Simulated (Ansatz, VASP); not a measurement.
# Two plane-wave programs on Ta3N4

```
Ta N
1.0
     4.68715    0.00000    0.00000
     0.00000    4.68715    0.00000
     0.00000    0.00000    4.68715
Ta N
3 4
Direct
  0.00000 0.00000 0.50000
  0.50000 0.00000 0.00000
  0.00000 0.50000 0.00000
  0.75761 0.24239 0.24239
  0.24239 0.75761 0.24239
  0.24239 0.24239 0.75761
  0.75761 0.75761 0.75761
```

Change from the starting cell: species swapped into the Si3As4 type (P-43m, No. 215).

Alike in both runs: functional PBE; k mesh 8 × 8 × 8; occupations gaussian, width 0.1 eV; no spin polarisation.

Ansatz relaxed the structure, and its values are those at the end. VASP's run is a single point on that final structure, the one shown.

```csv
,VASP,Ansatz
version,VASP 6.6.1,Ansatz 0.2.0
potentials or method,"VASP PAW PBE potentials, release 64 (Ta_pv, N)","scalar-relativistic, plane waves, PAW"
plane-wave cutoff (eV),520,420
valence electrons in the cell,53,59
```

Ansatz gave:

- gap on the k mesh at the Fermi level (eV): none
- pressure (GPa): 0.0
- rms of the force components (eV/Å): 0.001

Q: Which values does VASP return?

A: gap on the k mesh at the Fermi level (eV): none; pressure (GPa): 0.6; rms of the force components (eV/Å): 0.019.

A gap of «none» marks a metal or a gap that the smearing closes. The functional is the same, so the differences come from potentials, cutoffs and numerics. The two sets of potentials don't hold the same shells in valence.

Spin-orbit coupling is left out, which matters for the levels of Ta.
